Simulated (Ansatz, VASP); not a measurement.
Given: the input of a run of Ansatz 0.2.0 on C.

Contents of input.yaml:

```yaml
crystal:
  lattice:
    - [0.0, 1.78337, 1.78337]
    - [1.78337, 0.0, 1.78337]
    - [1.78337, 1.78337, 0.0]
  atoms:
    - { symbol: C, position: [0.75, 0.75, 0.75] }
    - { symbol: C, position: [0.5, 0.5, 0.5] }
hamiltonian:
  xc: { exchange: pbesol, correlation: pbesol, exx: { coeff: 0.25 } }
  pseudopotentials: { kind: paw }
kpoints:
  mp_grid: { grid: [7, 7, 7] }
  band_path:
    path:
      - [[0.0, 0.0, 0.0], [0.5, 0.0, 0.5], [0.5, 0.25, 0.75], [0.375, 0.375, 0.75], [0.0, 0.0, 0.0], [0.5, 0.5, 0.5], [0.625, 0.25, 0.625], [0.5, 0.25, 0.75], [0.5, 0.5, 0.5], [0.375, 0.375, 0.75]]
      - [[0.625, 0.25, 0.625], [0.5, 0.0, 0.5]]
    npoints: 4
scf:
  occupations: { method: fermi_dirac, width: 0.05 }
  n_extra_bands: 6
output:
  forces: true
  stress: true
  eigenvalues: true
  fatbands: false
```

Potentials or basis: Ansatz PAW.

Command:

```bash
$ ansatz run input.yaml --threads 2 --pin off --max-ram 5632MiB --backend cpu --events-out ev --progress --plain --runs-dir out
```

Translate it to VASP 6.6.1. Potentials there: VASP PAW PBE potentials, release 64 (C).

As run (the cutoff follows the program's own potentials):

File POSCAR:

```
C
1.0
    0.0000000000      1.7833700000      1.7833700000
    1.7833700000      0.0000000000      1.7833700000
    1.7833700000      1.7833700000      0.0000000000
C
2
Direct
    0.7500000000      0.7500000000      0.7500000000
    0.5000000000      0.5000000000      0.5000000000
```

File INCAR.step1:

```
ALGO = Normal ; EDIFF = 1E-5
ENCUT = 520 ; GGA = PE
ISIF = 2 ; ISMEAR = -1
LASPH = True ; LCHARG = False
LREAL = False ; LWAVE = True
NELM = 60 ; PREC = Accurate
SIGMA = 0.05
```

The input INCAR.step2:

```
AEXX = 0.25 ; ALGO = Normal
EDIFF = 1E-7 ; ENCUT = 520
GGA = PS ; ISIF = 2
ISMEAR = -1 ; ISTART = 1
LASPH = True ; LCHARG = False
LHFCALC = True ; LREAL = False
LWAVE = False ; NELM = 60
PREC = Accurate ; PRECFOCK = Normal
SIGMA = 0.05
```

KPOINTS

```
k-points
0
Gamma
  7 7 7
```

File KPOINTS_OPT:

```
path GXWKGLUWLK,UX
10
line-mode
reciprocal
 0.0000000000  0.0000000000  0.0000000000  G
 0.5000000000  0.0000000000  0.5000000000  X

 0.5000000000  0.0000000000  0.5000000000  X
 0.5000000000  0.2500000000  0.7500000000  W

 0.5000000000  0.2500000000  0.7500000000  W
 0.3750000000  0.3750000000  0.7500000000  K

 0.3750000000  0.3750000000  0.7500000000  K
 0.0000000000  0.0000000000  0.0000000000  G

 0.0000000000  0.0000000000  0.0000000000  G
 0.5000000000  0.5000000000  0.5000000000  L

 0.5000000000  0.5000000000  0.5000000000  L
 0.6250000000  0.2500000000  0.6250000000  U

 0.6250000000  0.2500000000  0.6250000000  U
 0.5000000000  0.2500000000  0.7500000000  W

 0.5000000000  0.2500000000  0.7500000000  W
 0.5000000000  0.5000000000  0.5000000000  L

 0.5000000000  0.5000000000  0.5000000000  L
 0.3750000000  0.3750000000  0.7500000000  K

 0.6250000000  0.2500000000  0.6250000000  U
 0.5000000000  0.0000000000  0.5000000000  X
```

Potentials or basis: VASP PAW PBE potentials, release 64 (C).

Command:

```sh
$ cat potpaw_PBE.64/C/POTCAR > POTCAR
$ cp INCAR.step1 INCAR
$ mpirun -np 1 vasp_std > vasp.out
$ cp INCAR.step2 INCAR
$ mpirun -np 1 vasp_std > vasp.out
```

Both were run:

|  | VASP | Ansatz | Ansatz less VASP |
| --- | --- | --- | --- |
| gap on the k mesh at the Fermi level (eV) | 6.08 | 6.07 | -0.015 |
| least direct gap on the mesh (eV) | 7.69 | 7.67 | -0.023 |
| pressure (GPa) | -11.6 | -12.7 | -1.04 |

Caveats: the k mesh is coarse (spacing up to 0.44 Å⁻¹), so the values aren't converged, least of all with exact exchange; an unscreened hybrid on a path of extra k points without a Coulomb cutoff has errors near the mesh points, so the bands along the path aren't reliable (VASP); the PAW data sets were made with another functional, which shifts forces and pressure a little (VASP); the k mesh misses the band edges, so the gap on the mesh is wider than the one along the path (Ansatz); the pressure holds a Pulay correction of +0.8 GPa for the finite cutoff (Ansatz); the PAW data sets come from PBE, with cores solved anew for the run's functional, which leaves a small shift of forces and pressure (Ansatz); the thresholds are loose for stress (Ansatz).
